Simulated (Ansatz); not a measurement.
Crystal: CO2.

```
O C
1.0
    -1.97473    1.97473    3.01406
     1.97473   -1.97473    3.01406
     1.97473    1.97473   -3.01406
O C
4 2
Cartesian
  1.3223 0.9874 3.7676
  0.6525 0.9874 0.7535
  2.9621 0.6525 -0.7535
  -0.9874 1.3223 2.2605
  0.0000 0.0000 0.0000
  0.0000 1.9747 1.5070
```

The cell comes from a database or a generator and needn't be the stable form of this composition.

Base run:

```yaml
Program: Ansatz 0.2.0
Functional: PBE
Potentials_or_basis: Ansatz PAW
Cutoff: "420 eV (not typed: the program's choice for these potentials)"
k_mesh: 9 × 9 × 9
Occupations: gaussian, width 0.05 eV
Spin: no spin polarisation
```

Its results: band gap on the k mesh 7.72 eV, indirect (least direct gap 8.15 eV); pressure -0.4 GPa; largest force 0.016 eV/Å.

Question: The run is repeated on the same cell with these changes: occupations from gaussian, width 0.05 eV to fermi-dirac, width 0.05 eV; dispersion from none to D4. What comes out?

Answer: Band gap on the k mesh 7.72 eV, indirect (least direct gap 8.15 eV); pressure -2.8 GPa; largest force 0.004 eV/Å.

Caveats: odd divisions of the mesh miss points on the zone boundary, where band edges often lie, so the gap on the mesh can be too wide.

A k mesh can miss the band edges.
